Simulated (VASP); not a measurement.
# Hooke's law in Si (Fd-3m) under biaxial (001) strain up to 2 %: normal strain, stress and strain energy with PBE

The usual rule of thumb is that a stiff crystal obeys Hooke's law up to strains of about a percent: stress grows in proportion to strain, strain energy with its square, and the moduli are constants. Strained silicon layers are commonly described in this way. We test the rule on silicon stretched and compressed equally along both axes of the (001) plane, by up to 2 %, while the normal is free to respond. Strains and energies are counted from the crystal relaxed with PBE, and tension is positive. We ask which moduli follow from the response, and at what strain the departure from proportionality becomes too large to neglect.

## Method

The start is a typed prototype cell. The crystal was relaxed with PBE. Equal strain is imposed in the (001) plane; the strain along the normal is chosen to bring the normal stress close to zero, and the atoms are relaxed with PBE. Each strained member is first run with a normal strain of −0.75 times the in-plane strain. At −0.5 and −1 % this start value was kept, so the table's 0.75 × 0.5 = 0.375 % and 0.75 × 1 = 0.750 % are input, not a computed response. The other six strained members were run again with a corrected value. VASP 6.6.1, plane waves with PAW, cutoff 450 eV, no spin polarisation, no spin-orbit coupling, k mesh 10×10×10, static lattice.

Notes on method and selection:

- Runs that did not converge, have known faults or may not be shown are not listed, and runs on Ansatz's PAW sets soft_1 and soft_2 are kept to separate tables.

Columns:

- strain (%): strain in the plane (tension positive).
- gap (eV): band gap on the k mesh at PBE.
- normal strain (%): strain along the normal.
- stress (GPa): in-plane stress, tension positive.
- strain energy (meV/atom): energy per atom above the relaxed crystal.

## Computed values

```
member  strain (%)  gap (eV)  normal strain (%)  stress (GPa)  strain energy (meV/atom)
−2 %    −2.0        0.384     1.482              −3.58         8.95
−1.5 %  −1.5        0.444     1.114              −2.64         5.00
−1 %    −1.0        0.502     0.750              −1.73         2.21
−0.5 %  −0.5        0.560     0.375              −0.86         0.55
0 %     0.0         0.618     0.000              −0.01         0.00
+0.5 %  0.5         0.537     −0.368             0.82          0.52
+1 %    1.0         0.457     −0.740             1.62          2.08
+1.5 %  1.5         0.379     −1.113             2.40          4.65
+2 %    2.0         0.301     −1.487             3.15          8.21
```

Least-squares fits to the whole series, with x = strain (%); R² and errors in the fitted variable (y, or ln y where the fit is in ln y):

```
y                  members  fit                      R²    rms residual  leave-one-out rms  the same for the mean of the others
normal strain (%)  9        y = 0.001444 − 0.7427 x  1.00  0.0030        0.0042             1.1
stress (GPa)       9        y = −0.09222 + 1.681 x   1.00  0.076         0.11               2.4
```

## Mechanism

From −2 % to +2 % the normal strain falls steadily from 1.482 % to −1.487 %, and the in-plane stress rises from −3.58 to 3.15 GPa. The energy grows on both sides of zero, and at each size of strain it is higher under compression.

The simplest model assumes that stress is linear in strain, that the elastic constants $C_{11}$ and $C_{12}$ do not change with strain, and that the normal stress is zero. Symmetry holds the atoms at their sites, so no internal displacement enters.

Let $x$ be the in-plane strain and $x_n$ the normal strain. For a cubic crystal strained along its axes, the normal stress is

$$\sigma_n = 2C_{12}\,x + C_{11}\,x_n .$$

Setting it to zero gives

$$x_n = -\nu x, \qquad \nu = 2C_{12}/C_{11}.$$

The in-plane stress is $(C_{11}+C_{12})\,x + C_{12}\,x_n$. Inserting $x_n$ gives

$$\sigma = Mx, \qquad M = C_{11}+C_{12}-2C_{12}^2/C_{11}.$$

The free normal thus lowers the in-plane stiffness by the last term of $M$.

The energy is the work done by the stress. Both in-plane directions contribute and the normal contributes nothing, so the energy per atom is

$$w = 2V_0\int_0^x \sigma\,dx' = Kx^2, \qquad K = V_0M,$$

where $V_0$ is the volume per atom. Since $V_0$ is not shown in the table, we take $K$ as the third parameter beside $\nu$ and $M$.

Two computed responses, $\nu$ and $M$, fix the two constants $C_{11}$ and $C_{12}$. The shear constant $C_{44}$ does not enter, because this strain does not shear the cubic axes.

## Fixing and testing the model

We fix the parameters on the members −0.5 % and +0.5 %, where the linear model should be at its best. The normal strain at −0.5 % is the start value, but the run leaves so little normal stress that a correction would hardly touch the last digit shown. It can therefore be used for $\nu$. Averaging over the two signs, with $x$ in percent:

- $\nu$ = (0.375 + 0.368) / (2 × 0.5) = 0.743
- $M$ = (0.86 + 0.82) / (2 × 0.5) = 1.68 GPa per %, or 1.68 × 100 = 168 GPa
- $K$ = (0.55 + 0.52) / (2 × 0.5²) = 2.14 meV/atom per %²

The elastic constants follow from $C_{12}/C_{11}$ = 0.743 / 2 = 0.3715:

- $C_{11}$ = 168 / (1 + 0.3715 − 2 × 0.3715²) = 153 GPa
- $C_{12}$ = 0.3715 × 153 = 57 GPa
- bulk modulus $(C_{11}+2C_{12})/3$ = (153 + 2 × 57) / 3 = 89 GPa

Four other members test the model, −1 % only through its stress and energy.

**+1 % and −1 %.** At +1 % the normal strain should be −0.743 × 1 = −0.743 %; the table has −0.740 %. The 0.750 % at −1 % is the start value and tests nothing. The tension it leaves along the normal is too small to change the comparison of stress and energy. The stress should be ±1.68 × 1 = ±1.68 GPa, against 1.62 and −1.73 GPa. The energy should be 2.14 × 1² = 2.14 meV/atom, against 2.08 and 2.21 meV/atom.

**+2 % and −2 %.** The normal strain should have the size 0.743 × 2 = 1.486 %, negative in tension and positive in compression; the table has −1.487 and 1.482 %. The stress should have the size 1.68 × 2 = 3.36 GPa, with the sign of the strain, against 3.15 and −3.58 GPa. The energy should be 2.14 × 2² = 8.56 meV/atom, against 8.21 and 8.95 meV/atom.

## Members off the line

Largest departures from the fit to the whole series:

```
member  normal strain (%)  fit     computed − fit  in rms residuals
−1 %    0.750              0.744   +0.006          1.9
−2 %    1.482              1.487   −0.005          1.6
+2 %    −1.487             −1.484  −0.003          1.0
−0.5 %  0.375              0.373   +0.002          0.7
```

The stress lies below the model's line $\sigma = Mx$ on both sides, by 3.36 − 3.15 = 0.21 GPa at +2 % and 3.58 − 3.36 = 0.22 GPa at −2 %. The assumption that fails is that of constant moduli. A term $bx^2$ with $b$ = (3.15 − 3.58) / (2 × 2²) = −0.054 GPa per %² describes the departure. Put through the work integral, it shifts the energy by $2Kbx^3/(3M)$, or 2 × 2.14 × 0.054 × 8 / (3 × 1.68) = 0.37 meV/atom at 2 %, downwards in tension and upwards in compression. Half the tabulated difference, (8.95 − 8.21) / 2 = 0.37 meV/atom, agrees.

The sign is that of anharmonic bonds. They lengthen by (2 × 2 − 1.487) / 3 = 0.84 % at +2 % and shorten by about as much at −2 %, and a stretched bond is softer than a compressed one.

The normal strain shows no comparable curvature. Its largest departure from the fit, at −1 %, comes from the start value kept there, which stretches the normal slightly too far and leaves it under tension. A tension of 0.01 GPa on a modulus of 153 GPa makes 100 × 0.01 / 153 = 0.007 % of strain, and the one left in this run is large enough to account for the departure.

## What to take away

Within ±2 % the normal strain is proportional to the in-plane strain to about 1 %: over the six members with a corrected normal strain, the ratio of the two sizes runs from 0.368 / 0.5 = 0.736 to 1.487 / 2 = 0.744. The entries at −0.5 and −1 % are start values and don't add to this evidence. The stress follows Hooke's law to about 3 to 4 % at 1 % strain and 6 to 7 % at 2 %; the energy is off by 4 to 5 % at 2 %. If an error of 5 % in the stress is the most one accepts, the limit is about 1.5 % strain, where the model gives 1.68 × 1.5 = 2.52 GPa in size against 2.40 GPa in tension and 2.64 GPa in compression. The local stiffness changes faster: the stress slope is (3.58 − 2.64) / 0.5 = 1.88 GPa per % between −2 and −1.5 %, but (3.15 − 2.40) / 0.5 = 1.50 GPa per % between +1.5 and +2 %, although the straight-line fit has an R² of 1.00.

The moduli also carry the error of the functional. PBE makes silicon somewhat too soft, so real stresses at the same strain should be larger in size on both sides.

[Logs are printed without paths, hosts, clocks, repeated set-up lines and the standing remarks that a program may print on its own settings, such as how far it seeks lower states.]
